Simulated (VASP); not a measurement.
A run of VASP 6.6.1 is set up as follows.

INCAR

```
ALGO = Normal ; EDIFF = 1E-6
EDIFFG = -0.01 ; ENCUT = 600
GGA = PS ; IBRION = 2
ISIF = 3 ; ISMEAR = 0
KPAR = 2 ; LASPH = True
LCHARG = False ; LREAL = False
LWAVE = False ; NELM = 80
NSW = 90 ; PREC = Accurate
SIGMA = 0.03
```

The input KPOINTS:

```
k-points
0
Gamma
  12 12 3
```

POSCAR

```
MoS2
1.0
    3.1690000000      0.0000000000      0.0000000000
   -1.5845000000      2.7444345046      0.0000000000
    0.0000000000      0.0000000000     12.3240000000
Mo S
2 4
Direct
    0.3333333333      0.6666666667      0.2500000000
    0.6666666667      0.3333333333      0.7500000000
    0.3333333333      0.6666666667      0.6230000000
    0.6666666667      0.3333333333      0.1230000000
    0.3333333333      0.6666666667      0.8770000000
    0.6666666667      0.3333333333      0.3770000000
```

Potentials or basis: VASP PAW PBE potentials, release 64 (Mo_sv, S).

Launch:

```bash
$ cat potpaw_PBE.64/Mo_sv/POTCAR potpaw_PBE.64/S/POTCAR > POTCAR
$ mpirun -np 2 vasp_std > vasp.out
```

(1) Estimate the band gap on the k mesh.

(2) Predict the space group after relaxing (to 0.05 Å).

(3) What does it give for the relaxed cell?

## Answers

(1) 0.98 eV, indirect (least direct gap 1.74 eV).

(2) P6_3/mmc (No. 194).

(3) a = 3.142 Å, b = 3.142 Å, c = 12.544 Å, α = 90.00°, β = 90.00°, γ = 120.00°.

Caveat: an odd mesh through Γ misses points on the zone boundary, where band edges often lie.
